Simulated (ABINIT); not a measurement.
Runs of ABINIT 10.8.3 (patched build) on AlN. It takes space group Fm-3m (No. 225, cubic). Conventional cell: a = 4.069 Å, b = 4.069 Å, c = 4.069 Å, α = 90.00°, β = 90.00°, γ = 90.00°. Around Al (site symmetry m-3m) lie 6 N at 2.03 Å. N (site symmetry m-3m) has 6 Al at 2.03 Å as nearest neighbours. Measurements of this composition are mostly on another form, of space group No. 186.

```csv
task,level,potentials or basis,cutoff (eV),fine-grid cutoff,gap on the mesh (eV),pressure (GPa),V0 of scaled cells (Å³/atom),B0 (GPa)
band structure,r2SCAN,JTH PAW PBE v2.0,844,1442.2 eV,(a),-3.3,-,-
equation of state,LDA,JTH PAW LDA v2.0,707,1306.15 eV,-,-,8.05,277
band structure,LDA,JTH PAW LDA v2.0,707,1306.15 eV,4.37,-11.5,-,-
band structure,TB-mBJ,JTH PAW LDA v2.0,844,1442.2 eV,5.65,-,-,-
band structure,PBEsol,JTH PAW PBE v2.0,707,1306.15 eV,4.48,-3.4,-,-
equation of state,PBEsol,JTH PAW PBE v2.0,707,1306.15 eV,-,-,(b),263
```

Alike in all rows: no spin polarisation; cell as given; k mesh 11 × 11 × 11; smearing fermi-dirac 0.05 eV.

Q: Fill in the values left out.

A: (a) 5.34; (b) 8.31.

Caveats: the PAW data sets were made with another functional, which shifts forces and pressure a little (some runs); the mesh misses the band edges, which the band path finds closer together (some runs); pressures at fixed basis lie under the slope of the energies (some runs); the constant c of TB-mBJ comes from the pseudo density here, which moves gaps by up to 0.3 eV between sets of potentials (some runs).

Runs at the PBE level aren't shown here.
